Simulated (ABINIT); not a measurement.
Crystal: Zr.

```
Zr
1.0
    -1.81000    1.81000    1.81000
     1.81000   -1.81000    1.81000
     1.81000    1.81000   -1.81000
Zr
1
Direct
  0.00000 0.00000 0.00000
```

This isn't the form of Zr at room conditions, which is hcp.

- Program: ABINIT 10.8.3 (patched build)
- Task: single point
- Functional: PBE
- Potentials or basis: JTH PAW PBE v2.0
- Cutoff: 463 eV
- k mesh: 10 × 10 × 10
- Occupations: fermi-dirac, width 0.05 eV
- Spin: no spin polarisation

On this cell: pressure -3.4 GPa; band gap on the k mesh none (metal or under the smearing width).

The same run follows on a disturbed copy (cell strained at random at fixed volume):

```
Zr
1.0
    -1.84427    1.86024    1.77457
     1.87912   -1.87150    1.82068
     1.75054    1.77777   -1.78583
Zr
1
Direct
  0.02239 0.99601 0.01201
```

Task: What changes?

Result: The energy (extrapolated to zero smearing) moves by +5.7 meV/atom; pressure -3.4 GPa; band gap on the k mesh none (metal or under the smearing width).

Stress tensor (GPa, compression positive):
```
-3.34  1.40 -0.58
 1.40 -3.35  0.35
-0.58  0.35 -3.50
```
